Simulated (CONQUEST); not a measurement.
Crystal: SnSe2.

```
Sn Se
1.0
     3.81100    0.00000    0.00000
     0.00000    6.13600    0.00000
     0.00000    0.00000    6.60085
Sn Se
2 4
Cartesian
  0.0000 0.0000 0.0000
  1.9055 0.0000 3.3004
  0.0000 4.6081 2.2003
  1.9055 4.6081 5.5007
  0.0000 1.5279 4.4006
  1.9055 1.5279 1.1001
```

Base run:

```yaml
Program: CONQUEST 1.3
Functional: PBE
Potentials_or_basis: PseudoDojo NC PBE, DZP, grid cutoff 120 Ha
k_mesh: 7 × 5 × 4
Occupations: fermi-dirac, width 0.05 eV
Spin: no spin polarisation
```

Its results: band gap on the k mesh 0.69 eV; pressure 6.6 GPa; largest force 1.006 eV/Å.

The run is repeated on the same cell with these changes: potentials or basis from PseudoDojo NC PBE, DZP, grid cutoff 120 Ha to PseudoDojo NC PBE, DZ, grid cutoff 120 Ha. What comes out?

Band gap on the k mesh 0.76 eV; pressure 10.9 GPa; largest force 1.933 eV/Å.

Caveats: spin-orbit coupling is left out, which moves the levels of the heavy elements; an odd mesh through Γ misses points on the zone boundary, where band edges often lie; this functional lacks dispersion, which binds the layers, so the pressure and a relaxed spacing across them are unreliable; the basis of atomic orbitals isn't converged, which shifts pressures, moduli and gaps; forces of over 1 eV/Å show positions far from the minimum, so gaps and moduli don't describe the material at rest; the box holds several primitive cells, so bands are folded and the points are those of the box's own zone (some runs); the atomic basis is small (some runs).
